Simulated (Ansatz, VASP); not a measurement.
## CdTe: VASP beside Ansatz

INCAR

```
SYSTEM = CdTe
ALGO     = Fast           ! electronic algorithm
EDIFF    = 1E-7           ! SCF threshold, eV
ENCUT    = 520            ! plane-wave cutoff, eV
GGA      = CA             ! functional
ISIF     = 2              ! what is computed and relaxed
ISMEAR   = 0              ! smearing method
LASPH    = .TRUE.         ! aspherical terms in the spheres
LCHARG   = .FALSE.        ! write CHGCAR
LREAL    = .FALSE.        ! projectors in reciprocal space
LWAVE    = .FALSE.        ! write WAVECAR
NBANDS   = 16             ! bands
NELM     = 100            ! most SCF steps
PREC     = Accurate       ! precision mode
SIGMA    = 0.02           ! smearing width, eV
```

Contents of KPOINTS:

```
k-points
0
G
  8 8 8
  0 0 0
```

The input POSCAR:

```
CdTe
1.0
    0.0000000000      3.2446714374      3.2446714374
    3.2446714374      0.0000000000      3.2446714374
    3.2446714374      3.2446714374      0.0000000000
Cd Te
1 1
Direct
    0.0000000000      0.0000000000      0.0000000000
    0.2500000000      0.2500000000      0.2500000000
```

Input for Ansatz:

```yaml
crystal:
  lattice:
    - [0.0, 3.2446714374, 3.2446714374]
    - [3.2446714374, 0.0, 3.2446714374]
    - [3.2446714374, 3.2446714374, 0.0]
  atoms:
    - { symbol: Cd, position: [0.0, 0.0, 0.0] }
    - { symbol: Te, position: [0.25, 0.25, 0.25] }
basis:
  ecutwfc: 420
kpoints:
  mp_grid: { grid: [8, 8, 8] }
  band_path:
    path:
      - [0.0, 0.0, 0.0]
      - [-0.5, -0.5, 0.0]
      - [-0.375, -0.375, 0.25]
      - [-0.375, 0.0, 0.375]
      - [0.0, 0.0, 0.5]
      - [-0.5, -0.25, 0.25]
    npoints: 1
hamiltonian:
  xc: lda
scf:
  occupations: { method: gaussian, width: 0.02 }
  n_extra_bands: 4
output:
  forces: true
  stress: true
  eigenvalues: true
```

Alike in both runs: task single point; functional LDA; k mesh 8 × 8 × 8; occupations gaussian, width 0.02 eV; no spin polarisation.

|  | VASP | Ansatz |
| --- | --- | --- |
| version | VASP 6.6.1 | Ansatz 0.2.0 |
| potentials or method | VASP PAW LDA potentials, release 64 (Cd, Te) | scalar-relativistic, plane waves, PAW |
| plane-wave cutoff (eV) | 520 | 420 |
| valence electrons in the cell | 18 | 36 |

```csv
,VASP,Ansatz,Ansatz less VASP
gap on the k mesh at the Fermi level (eV),0.54,0.50,-0.040
least direct gap on the mesh (eV),0.54,0.50,-0.040
pressure (GPa),-1.3,-1.6,-0.24
```

The two sets of potentials don't hold the same shells in valence.

Caveats: spin-orbit coupling is left out, which moves the levels of the heavy elements.
